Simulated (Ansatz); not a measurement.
**WSe₂ under strain**

All numbers below come from DFT PBE, scalar-relativistic, plane waves, PAW (Ansatz 0.2.0). (420 eV cutoff, 12×12×2 k-mesh, Gaussian smearing of 0.02 eV, no spin polarisation)

Starting point, cell and atoms relaxed:

```
W Se
1.0
     3.32099    0.00000    0.00000
    -1.66049    2.87606    0.00000
     0.00000    0.00000   15.04382
W Se
2 4
Direct
  0.66667 0.33333 0.75000
  0.33333 0.66667 0.25000
  0.33333 0.66667 0.86154
  0.66667 0.33333 0.36154
  0.33333 0.66667 0.63846
  0.66667 0.33333 0.13846
```

Deformation: biaxial strain in the a-b plane, with the length and tilt of c and the atoms relaxed, all within the symmetry that the strain leaves. Energies are extrapolated to zero smearing. Gaps are Kohn–Sham gaps over the whole zone.

Spin-orbit coupling is left out, which matters for the bands and energies of heavy elements.

```tsv
strain (%)	ΔE (meV/atom)	a (Å)	b (Å)	c (Å)	gap (eV)
-3.0	26.9	3.221	3.221	15.590	1.30
-2.0	11.7	3.255	3.255	15.477	1.36
-1.0	2.8	3.288	3.288	15.356	1.41
+0.0	0.0	3.321	3.321	15.044	1.45
+1.0	2.8	3.354	3.354	15.126	1.40
+2.0	10.9	3.387	3.387	15.014	1.18
+3.0	24.0	3.421	3.421	14.903	0.98
```

Problem. What stiffness (1/V) d²E/dε² at zero strain does a cubic fit over all points give?

Solution. A cubic fit gives (1/V) d²E/dε² = 379 GPa at zero strain (twice the biaxial modulus).

Problem. How does the free axis c answer a small strain?

Solution. Between the innermost points its strain is -0.76 times the applied one.

Problem. How fast does the gap move with strain on either side?

Solution. 36 meV per percent on the compressed side and -54 meV per percent on the stretched side; it is indirect at -1.0 %, indirect at zero and indirect at +1.0 %.